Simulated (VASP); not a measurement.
Co: equation of state with PBE

Crystal: Co.

```xyz
2
Lattice="2.4720 0.0000 0.0000 -1.2360 2.1408 0.0000 0.0000 0.0000 4.0211" Properties=species:S:1:pos:R:3 pbc="T T T"
Co    1.2360    0.7136    3.0159
Co    0.0000    1.4272    1.0053
```

```json
{"Program": "VASP 6.6.1", "Task": "equation of state", "Functional": "PBE", "Potentials or basis": "VASP PAW PBE potentials, release 64 (Co)", "Cutoff": "520 eV", "k mesh": "12 × 12 × 7", "Occupations": "fermi-dirac, width 0.05 eV", "Spin": "collinear spin, ferromagnetic start", "Starting moments": "[2.0, 2.0] μB"}
```

The equilibrium volume is 10.84 Å³/atom. The bulk modulus at fixed shape and positions is 205 GPa and the pressure derivative of the bulk modulus is 4.3.

Energy against volume, from the lowest point:
```tsv
volume (Å³/atom)	energy (meV/atom)
10.002	47.29
10.215	25.26
10.427	10.53
10.640	2.31
10.853	0.00
11.066	3.01
11.279	10.80
```

All runs of the series together: 5.4 min on 1 thread of Intel(R) Xeon(R) Platinum 8488C (Sapphire Rapids), on a shared host.

Caveat: the cell was scaled at fixed shape and fractional positions, which overstates the stiffness of a crystal with free parameters, most of all of layers and chains.
